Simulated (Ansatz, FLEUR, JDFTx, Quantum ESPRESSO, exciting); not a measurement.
# One calculation of NaCl, 6 ways

```
CELL_PARAMETERS angstrom
0.00000 2.79406 2.79406
2.79406 0.00000 2.79406
2.79406 2.79406 0.00000
ATOMIC_POSITIONS crystal
Cl 0.50000 0.50000 0.50000
Na 0.00000 0.00000 0.00000
```

The cell is a database's computed one, not the measured one.

Alike in all runs: task band structure; functional LDA; k mesh 8 × 8 × 8; occupations fermi-dirac, width 0.05 eV; no spin polarisation; no spin-orbit coupling. LDA stands for any of its common fits. Pressure is positive in compression and, in plane waves, holds the error of the finite cutoff, which Ansatz's Pulay term estimates and takes out. Gaps are the smaller of the mesh's and the band path's.

```csv
program and potentials,plane-wave cutoff (eV),notes,band gap (eV),pressure (GPa)
"Ansatz, Ansatz PAW",420,"potentials made for PBE, which Ansatz adapts in part",4.80,-1.84
"FLEUR, all-electron, FLAPW",-,-,4.80,-
"exciting, all-electron LAPW+lo, shipped species files, valence relativity iora*",-,-,4.80,-
"Ansatz, all-electron LAPW, scalar-relativistic",-,-,?,?
"Quantum ESPRESSO, PseudoDojo 0.4.1 SR LDA standard",1197,-,4.80,-1.82
"JDFTx, PseudoDojo-SR-LDA-0.4.1-standard",1197,-,4.80,-
```

Estimate from the other rows what the run with Ansatz, all-electron LAPW, scalar-relativistic gave.

Band gap 4.80 eV; pressure -1.83 GPa. The other rows, which needn't bracket it: band gap 4.80; pressure -1.84 to -1.82.
